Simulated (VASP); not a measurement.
# GaSb (F-43m) in VASP: notebook

The runs below take GaSb through relaxation of cell and atoms, with PBE.

All numbers are computed with VASP 6.6.1; they aren't measurements. Logs are shortened: lines on timing, memory, paths and dates and some standing lists are left out, and cuts for length are marked.

### Step 1. The structure

Symmetry: F-43m, No. 216, cubic system. Conventional cell: a = 6.118 Å, b = 6.118 Å, c = 6.118 Å, α = 90.00°, β = 90.00°, γ = 90.00°. Ga (site symmetry -43m) has 4 Sb at 2.65 Å as nearest neighbours. Sb (site symmetry -43m) has 4 Ga at 2.65 Å as nearest neighbours.

### Step 2. Relaxation of cell and atoms, PBE

Input file INCAR:

```
SYSTEM = GaSb
PREC = Accurate
ENCUT = 350
EDIFF = 1E-7
ISMEAR = 0
SIGMA = 0.02
LREAL = .FALSE.
LASPH = .TRUE.
NELM = 80
ALGO = Fast
ISIF = 3
LWAVE = .FALSE.
LCHARG = .FALSE.
GGA = PE
IBRION = 2
NSW = 80
EDIFFG = -0.002
```

Input file KPOINTS:

```
Automatic mesh
0
G
  10 10 10
  0 0 0
```

Input file POSCAR:

```
GaSb
1.0
    0.0000000000      3.0590000000      3.0590000000
    3.0590000000      0.0000000000      3.0590000000
    3.0590000000      3.0590000000      0.0000000000
Ga Sb
1 1
Direct
    0.0000000000      0.0000000000      0.0000000000
    0.2500000000      0.2500000000      0.2500000000
```

Potentials or basis: VASP PAW PBE potentials, release 64 (Ga_d, Sb).

Command:

```sh
$ cat potpaw_PBE.64/Ga_d/POTCAR potpaw_PBE.64/Sb/POTCAR > POTCAR
$ mpirun -np 1 vasp_std > vasp.out
```

OUTCAR:

```text
SYSTEM = GaSb
   PREC = Accurate
   ENCUT = 350
   EDIFF = 1E-7
   ISMEAR = 0
   LREAL = .FALSE.
   LASPH = .TRUE.
   NELM = 80
   ISIF = 3
   GGA = PE
   IBRION = 2
   NSW = 80
   EDIFFG = -0.002

 ion  position               nearest neighbor table
   1  0.000  0.000  0.000-   2 2.65   2 2.65   2 2.65   2 2.65
   2  0.250  0.250  0.250-   1 2.65   1 2.65   1 2.65   1 2.65

  LATTYP: Found a face centered cubic cell.
 ALAT       =     6.1180000000

  Lattice vectors:

 A1 = (   0.0000000000,   3.0590000000,   3.0590000000)
 A2 = (   3.0590000000,   0.0000000000,   3.0590000000)
 A3 = (   3.0590000000,   3.0590000000,   0.0000000000)

Analysis of symmetry for initial positions (statically):
=====================================================================
 Subroutine PRICEL returns:
 Original cell was already a primitive cell.

 Routine SETGRP: Setting up the symmetry group for a
 face centered cubic supercell.

 Subroutine GETGRP returns: Found 24 space group operations
 (whereof 24 operations were pure point group operations)
 out of a pool of 48 trial point group operations.

The static configuration has the point symmetry T_d .

Analysis of symmetry for dynamics (positions and initial velocities):
=====================================================================
 Subroutine PRICEL returns:
 Original cell was already a primitive cell.

 Routine SETGRP: Setting up the symmetry group for a
 face centered cubic supercell.

 Subroutine GETGRP returns: Found 24 space group operations
 (whereof 24 operations were pure point group operations)
 out of a pool of 48 trial point group operations.

The dynamic configuration has the point symmetry T_d .

 Subroutine INISYM returns: Found 24 space group operations
 (whereof 24 operations are pure point group operations),
 and found     1 'primitive' translations

----------------------------------------------------------------------------------------

                                     Primitive cell

  volume of cell :      57.2491

  direct lattice vectors                    reciprocal lattice vectors
     0.000000000  3.059000000  3.059000000    -0.163452109  0.163452109  0.163452109
     3.059000000  0.000000000  3.059000000     0.163452109 -0.163452109  0.163452109
     3.059000000  3.059000000  0.000000000     0.163452109  0.163452109 -0.163452109

  length of vectors
     4.326079287  4.326079287  4.326079287     0.283107357  0.283107357  0.283107357

  position of ions in fractional coordinates (direct lattice)
     0.000000000  0.000000000  0.000000000
     0.250000000  0.250000000  0.250000000

  ion indices of the primitive-cell ions
   primitive index   ion index
                 1           1
                 2           2

----------------------------------------------------------------------------------------

 KPOINTS: Automatic mesh

Automatic generation of k-mesh.
 Grid dimensions read from file:
 generate k-points for:   10   10   10

 Generating k-lattice:

  Cartesian coordinates                     Fractional coordinates (reciprocal lattice)
    -0.016345211  0.016345211  0.016345211     0.100000000  0.000000000  0.000000000
     0.016345211 -0.016345211  0.016345211     0.000000000  0.100000000  0.000000000
     0.016345211  0.016345211 -0.016345211     0.000000000  0.000000000  0.100000000

  Length of vectors
     0.028310736  0.028310736  0.028310736

  Shift w.r.t. Gamma in fractional coordinates (k-lattice)
     0.000000000  0.000000000  0.000000000

 Subroutine IBZKPT returns following result:
 ===========================================

 Found     47 irreducible k-points:

 Following reciprocal coordinates:
            Coordinates               Weight
  0.000000  0.000000  0.000000      1.000000
  0.100000  0.000000  0.000000      8.000000
  0.200000  0.000000  0.000000      8.000000
  0.300000  0.000000  0.000000      8.000000
  0.400000  0.000000  0.000000      8.000000
  0.500000  0.000000  0.000000      4.000000
[... 16 lines left out ...]
  0.300000  0.300000  0.000000      6.000000
  0.400000  0.300000  0.000000     24.000000
 [... further k-points ...]
   k-points           NKPTS =     47   k-points in BZ     NKDIM =     47   number of bands    NBANDS=     13
   number of dos      NEDOS =    301   number of ions     NIONS =      2
   total plane-waves  NPLWV =  21952
   dimension x,y,z NGX =    28 NGY =   28 NGZ =   28
   dimension x,y,z NGXF=    56 NGYF=   56 NGZF=   56
   ions per type =               1   1
   NGX,Y,Z   is equivalent  to a cutoff of  10.76, 10.76, 10.76 a.u.
   NGXF,Y,Z  is equivalent  to a cutoff of  21.52, 21.52, 21.52 a.u.
 SYSTEM =  GaSb
   PREC   = accura    normal or accurate (medium, high low for compatibility)
   ISTART =      0    job   : 0-new  1-cont  2-samecut
   ICHARG =      2    charge: 1-file 2-atom 10-const
   ISPIN  =      1    spin polarized calculation?
   LNONCOLLINEAR =      F non collinear calculations
   LSORBIT =      F    spin-orbit coupling
   LASPH  =      T    aspherical Exc in radial PAW
   ENCUT  =  350.0 eV  25.72 Ry    5.07 a.u.   6.60  6.60  6.60*2*pi/ulx,y,z
   NELM   =     80;   NELMIN=  2; NELMDL= -5     # of ELM steps
   EDIFF  = 0.1E-06   stopping-criterion for ELM
   LREAL  =      F    real-space projection
   EDIFFG = -.2E-02   stopping-criterion for IOM
   NSW    =     80    number of steps for IOM
   IBRION =      2    ionic relax: 0-MD 1-quasi-New 2-CG
   NFREE  =      1    steps in history (QN), initial steepest desc. (CG)
   ISIF   =      3    stress and relaxation
   ISYM   =      2    0-nonsym 1-usesym 2-fastsym
   POTIM  = 0.5000    time-step for ionic-motion
   TEBEG  =    0.0;   TEEND  =   0.0 temperature during run
   PSTRESS=    0.0 pullay stress
   NELECT =      18.0000    total number of electrons
   NUPDOWN=      -1.0000    fix difference up-down
   EMIN   =  10.00;   EMAX   =-10.00  energy-range for DOS
   EFERMI =   0.00;   METHOD = LEGACY
   ISMEAR =     0;   SIGMA  =   0.02  broadening in eV -4-tet -1-fermi 0-gaus
   EFERMI_NEDOS =   21; number of points for ismear=-14 and -15
   IALGO  =     68    algorithm
   IMIX   =      4    mixing-type and parameters
     AMIX     =   0.40;   BMIX     =  1.00
     AMIX_MAG =   1.60;   BMIX_MAG =  1.00
  volume/ion in A,a.u.               =      28.62       193.17
  Fermi-wavevector in a.u.,A,eV,Ry     =   1.113208  2.103657 16.860766  1.239231
  Thomas-Fermi vector in A             =   2.249790
   LORBIT       =      0    0 simple, 1 ext, 2 COOP (PROOUT), +10 PAW based schemes
   GGA     = PE    functional components
   LHFCALC =     F    Hartree Fock is set to
   AEXX    =    0.0000 exact exchange contribution
   IVDW    =     0    specifies the selected vdW correction
   LEPSILON=     F    determine dielectric tensor
   LRPA    =     F    only Hartree local field effects (RPA)
 conjugate gradient relaxation of ions
 non-spin polarized calculation
 RMM-DIIS sequential band-by-band and
 Gauss-broadening in eV      SIGMA  =   0.02
  energy-cutoff  :      350.00
  volume of cell :       57.25
 maximum number of plane-waves:       875
 NGX is ok and might be reduce to    28
   NGX = 13   NGY = 13   NGZ = 13

--------------------------------------- Ionic step        1  -------------------------------------------

 number of electron      18.0000013 magnetization

 Free energy of the ion-electron system (eV)
  ---------------------------------------------------
  ext. energy  EPLUGINS =         0.00000000
  ---------------------------------------------------
  free energy    TOTEN  =        -7.35081904 eV

  energy without entropy =       -7.35080186  energy(sigma->0) =       -7.35081045

 E-fermi :   4.8918     XC(G=0):  -9.0893

 val. band max:        4.8696081378   @ k =   0.0000   0.0000   0.0000
 cond. band min:       4.9050008854   @ k =   0.0000   0.0000   0.0000
 fundamental gap:      0.0353927476
 Fermi energy:         4.8917906510

 k-point     1 :       0.0000    0.0000    0.0000
  band No.  band energies     occupation
      1     -10.1545      2.00000
      2     -10.1545      2.00000
      3     -10.1545      2.00000
      4     -10.1048      2.00000
      5     -10.1048      2.00000
      6      -6.6071      2.00000
      7       4.8696      1.88325
      8       4.8696      1.88325
      9       4.8696      1.88324
     10       4.9050      0.35025
     11       7.6457      0.00000
     12       7.6457      0.00000
     13       7.6457      0.00000
[... 353 lines left out ...]
 k-point    24 :       0.4000    0.3000    0.0000
  band No.  band energies     occupation
      1     -10.1903      2.00000
      2     -10.1359      2.00000
      3     -10.1354      2.00000
      4     -10.1131      2.00000
      5     -10.1017      2.00000
      6      -4.9989      2.00000
      7      -0.7174      2.00000
      8       2.3754      2.00000
      9       2.6878      2.00000
     10       6.1102      0.00000
     11       7.1660      0.00000
     12      11.0594      0.00000
     13      11.5668      0.00000

 [... further k-points ...]

------------------------ aborting loop because EDIFF is reached ----------------------------------------

  FORCE on cell =-STRESS in cart. coord.  units (eV):
  Direction    XX          YY          ZZ          XY          YZ          ZX
  --------------------------------------------------------------------------------------
  -------------------------------------------------------------------------------------
  Total        0.8093273      0.8093273      0.8093273      0.0000000      0.0000000     -0.0000000
  in kB       22.6499018     22.6499018     22.6499018      0.0000000      0.0000000     -0.0000000
  external PRESSURE =      22.6499018 kB  Pullay stress =       0.0000000 kB
[... 237 lines left out ...]
  energy  without entropy=       -7.3694925005  energy(sigma->0) =       -7.36950793

--------------------------------------- Ionic step        8  -------------------------------------------

 number of electron      18.0000010 magnetization

 Free energy of the ion-electron system (eV)
  ---------------------------------------------------
  ext. energy  EPLUGINS =         0.00000000
  ---------------------------------------------------
  free energy    TOTEN  =        -7.36952338 eV

  energy without entropy =       -7.36949253  energy(sigma->0) =       -7.36950795

 E-fermi :   4.4117     XC(G=0):  -8.8873

 val. band max:        4.4056422844   @ k =   0.0000   0.0000   0.0000
 cond. band min:       4.7158278875   @ k =   0.5000   0.0000   0.0000
 fundamental gap:      0.3101856031
 Fermi energy:         4.4117323674

 k-point     1 :       0.0000    0.0000    0.0000
  band No.  band energies     occupation
      1     -10.5304      2.00000
      2     -10.5304      2.00000
      3     -10.5304      2.00000
      4     -10.4874      2.00000
      5     -10.4874      2.00000
      6      -6.7571      2.00000
      7       4.1161      2.00000
      8       4.4056      1.33337
      9       4.4056      1.33337
     10       4.4056      1.33327
     11       7.1933      0.00000
     12       7.1933      0.00000
     13       7.1933      0.00000
[... 353 lines left out ...]
 k-point    24 :       0.4000    0.3000    0.0000
  band No.  band energies     occupation
      1     -10.5604      2.00000
      2     -10.5148      2.00000
      3     -10.5144      2.00000
      4     -10.4942      2.00000
      5     -10.4847      2.00000
      6      -5.2513      2.00000
      7      -1.0727      2.00000
      8       2.0692      2.00000
      9       2.3619      2.00000
     10       5.6853      0.00000
     11       6.7045      0.00000
     12      10.4253      0.00000
     13      10.9304      0.00000

 [... further k-points ...]

------------------------ aborting loop because EDIFF is reached ----------------------------------------

  FORCE on cell =-STRESS in cart. coord.  units (eV):
  Direction    XX          YY          ZZ          XY          YZ          ZX
  --------------------------------------------------------------------------------------
  -------------------------------------------------------------------------------------
  Total        0.0015392      0.0015392      0.0015392      0.0000000      0.0000000      0.0000000
  in kB        0.0411173      0.0411173      0.0411173      0.0000000      0.0000000      0.0000000
  external PRESSURE =       0.0411173 kB  Pullay stress =       0.0000000 kB
[... 17 lines left out ...]
  FREE ENERGIE OF THE ION-ELECTRON SYSTEM (eV)
  ---------------------------------------------------
  free  energy   TOTEN  =        -7.3695233788 eV

  energy  without entropy=       -7.3694925263  energy(sigma->0) =       -7.36950795

 reached required accuracy - stopping structural energy minimisation
```

Run time: 44 s. Hardware: 1 thread of Intel Xeon 6975P-C (Granite Rapids), shared host; peak memory 0.17 GiB.

What came out:

```yaml
Free_energy: -7.3695 eV
Relaxed_volume: 29.99 Å³/atom
Relaxed_cell: a = 4.394 Å, b = 4.394 Å, c = 4.394 Å, α = 60.00°, β = 60.00°, γ = 60.00°
Space_group_after_relaxing_to_0.05_Å: F-43m (No. 216)
Energy_gained_by_relaxing: 9.4 meV/atom
Ionic_steps: 8
Pressure_after_relaxing: 0.0 GPa
Band_gap_on_the_k_mesh: none (metal or under the smearing width)
```

The path:
```tsv
step	energy change (eV)	largest force (eV/Å)	pressure (GPa)	volume (Å³)
1	0.0000	0.0000	2.26	57.25
2	-0.0176	0.0000	-0.57	60.67
3	-0.0187	0.0000	0.01	59.95
4	-0.0187	0.0000	-0.03	60.01
5	-0.0187	0.0000	0.05	59.97
6	-0.0187	0.0000	-0.01	59.98
7	-0.0187	0.0000	0.01	59.98
8	-0.0187	0.0000	0.00	59.98
```

Final structure:
```yaml
crystal:
  lattice:
    - [0.00000, 3.10683, 3.10683]
    - [3.10683, 0.00000, 3.10683]
    - [3.10683, 3.10683, 0.00000]
  atoms:
    - { symbol: Ga, position: [0.00000, 0.00000, 0.00000] }
    - { symbol: Sb, position: [0.25000, 0.25000, 0.25000] }
```

Levels at points of the mesh, in eV from the Fermi level:
| k point | band 7 | band 8 | band 9 | band 10 | band 11 | band 12 |
| --- | --- | --- | --- | --- | --- | --- |
| (0.00, 0.00, 0.00) | -0.30 | -0.01 | -0.01 | -0.01 | 2.78 | 2.78 |
| (0.50, 0.00, 0.00) | -6.15 | -1.09 | -1.09 | 0.30 | 3.74 | 3.74 |
| (0.50, 0.50, 0.00) | -6.61 | -2.42 | -2.42 | 0.95 | 1.33 | 8.38 |

Caveat: the cutoff is under 1.25 times the usual one of these potentials, so pressure, stress and relaxed cells hold a basis-set (Pulay) error; this crystal is a semiconductor, whose small gap the functional closes, so the metal is an error of the method.

### Step 3. Relaxation of cell and atoms, PBE

This run uses another cell than the first one, of 29.99 Å³/atom, 1.048 times its volume.

INCAR is that of step 2.

KPOINTS is that of step 2.

Input file POSCAR:

```
GaSb                                    
1.0
    0.0000000000      3.1068292546      3.1068292546
    3.1068292546      0.0000000000      3.1068292546
    3.1068292546      3.1068292546      0.0000000000
  Ga              Sb            
     1     1
Direct
     0.0000000000000000    1.0000000000000000    0.0000000000000000
     0.2500000000000000    0.2500000000000000    0.2500000000000000
```

Potentials or basis: VASP PAW PBE potentials, release 64 (Ga_d, Sb).

Command:

```sh
$ cat potpaw_PBE.64/Ga_d/POTCAR potpaw_PBE.64/Sb/POTCAR > POTCAR
$ mpirun -np 1 vasp_std > vasp.out
```

OUTCAR:

```text
SYSTEM = GaSb
   PREC = Accurate
   ENCUT = 350
   EDIFF = 1E-7
   ISMEAR = 0
   LREAL = .FALSE.
   LASPH = .TRUE.
   NELM = 80
   ISIF = 3
   GGA = PE
   IBRION = 2
   NSW = 80
   EDIFFG = -0.002

 ion  position               nearest neighbor table
   1  0.000  0.000  0.000-   2 2.69   2 2.69   2 2.69   2 2.69
   2  0.250  0.250  0.250-   1 2.69   1 2.69   1 2.69   1 2.69

  LATTYP: Found a face centered cubic cell.
 ALAT       =     6.2136585092

  Lattice vectors:

 A1 = (   0.0000000000,   3.1068292546,   3.1068292546)
 A2 = (   3.1068292546,   0.0000000000,   3.1068292546)
 A3 = (   3.1068292546,   3.1068292546,   0.0000000000)

Analysis of symmetry for initial positions (statically):
[... 263 lines left out ...]
 fundamental gap:      0.3117464089
 Fermi energy:         4.4195748715

 k-point     1 :       0.0000    0.0000    0.0000
  band No.  band energies     occupation
      1     -10.5262      2.00000
      2     -10.5262      2.00000
      3     -10.5262      2.00000
      4     -10.4830      2.00000
      5     -10.4830      2.00000
      6      -6.7545      2.00000
      7       4.1295      2.00000
      8       4.4135      1.33337
      9       4.4135      1.33337
     10       4.4135      1.33327
     11       7.2010      0.00000
     12       7.2010      0.00000
     13       7.2010      0.00000
[... 354 lines left out ...]
  band No.  band energies     occupation
      1     -10.5563      2.00000
      2     -10.5106      2.00000
      3     -10.5102      2.00000
      4     -10.4899      2.00000
      5     -10.4805      2.00000
      6      -5.2470      2.00000
      7      -1.0667      2.00000
      8       2.0744      2.00000
      9       2.3674      2.00000
     10       5.6925      0.00000
     11       6.7124      0.00000
     12      10.4360      0.00000
     13      10.9412      0.00000

 [... further k-points ...]
[... 5 lines left out ...]
  --------------------------------------------------------------------------------------
  -------------------------------------------------------------------------------------
  Total        0.0009398      0.0009398      0.0009398     -0.0000000      0.0000000     -0.0000000
  in kB        0.0251257      0.0251257      0.0251257     -0.0000000      0.0000000     -0.0000000
  external PRESSURE =       0.0251257 kB  Pullay stress =       0.0000000 kB
[... 17 lines left out ...]
  FREE ENERGIE OF THE ION-ELECTRON SYSTEM (eV)
  ---------------------------------------------------
  free  energy   TOTEN  =        -7.3711099209 eV

  energy  without entropy=       -7.3710790685  energy(sigma->0) =       -7.37109449

 reached required accuracy - stopping structural energy minimisation
```

OSZICAR:

```text
N       E                     dE             d eps       ncg     rms          rms(c)
DAV:   1     0.664057949754E+02    0.66406E+02   -0.73083E+03  1230   0.136E+03
DAV:   2    -0.275130324698E+01   -0.69157E+02   -0.67484E+02  1352   0.259E+02
DAV:   3    -0.734029989341E+01   -0.45890E+01   -0.45745E+01  1527   0.640E+01
[... 22 lines left out ...]
RMM:   2    -0.737112054543E+01    0.37690E-04   -0.69890E-05  1362   0.116E-01    0.183E-02
RMM:   3    -0.737111120988E+01    0.93356E-05   -0.15827E-05  1267   0.527E-02    0.386E-03
RMM:   4    -0.737111010939E+01    0.11005E-05   -0.22559E-06  1335   0.149E-02    0.128E-03
RMM:   5    -0.737110999225E+01    0.11715E-06   -0.27486E-07   906   0.583E-03    0.859E-04
RMM:   6    -0.737110992093E+01    0.71318E-07   -0.92619E-08   789   0.471E-03
   3 F= -.73711099E+01 E0= -.73710945E+01  d E =-.598290E-05
```

Run time: 20 s. Hardware: 1 thread of Intel Xeon 6975P-C (Granite Rapids), shared host; peak memory 0.16 GiB.

What came out:

```yaml
Free_energy: -7.3711 eV
Relaxed_volume: 29.96 Å³/atom
Relaxed_cell: a = 4.393 Å, b = 4.393 Å, c = 4.393 Å, α = 60.00°, β = 60.00°, γ = 60.00°
Space_group_after_relaxing_to_0.05_Å: F-43m (No. 216)
Energy_gained_by_relaxing: 0.0 meV/atom
Ionic_steps: 3
Pressure_after_relaxing: 0.0 GPa
Band_gap_on_the_k_mesh: none (metal or under the smearing width)
```

Final structure:
```
CELL_PARAMETERS angstrom
0.00000 3.10599 3.10599
3.10599 0.00000 3.10599
3.10599 3.10599 0.00000
ATOMIC_POSITIONS crystal
Ga 0.00000 0.00000 0.00000
Sb 0.25000 0.25000 0.25000
```

Caveat: the cutoff is under 1.25 times the usual one of these potentials, so pressure, stress and relaxed cells hold a basis-set (Pulay) error; this crystal is a semiconductor, whose small gap the functional closes, so the metal is an error of the method. Spin-orbit coupling is left out, which matters for the levels of Sb.
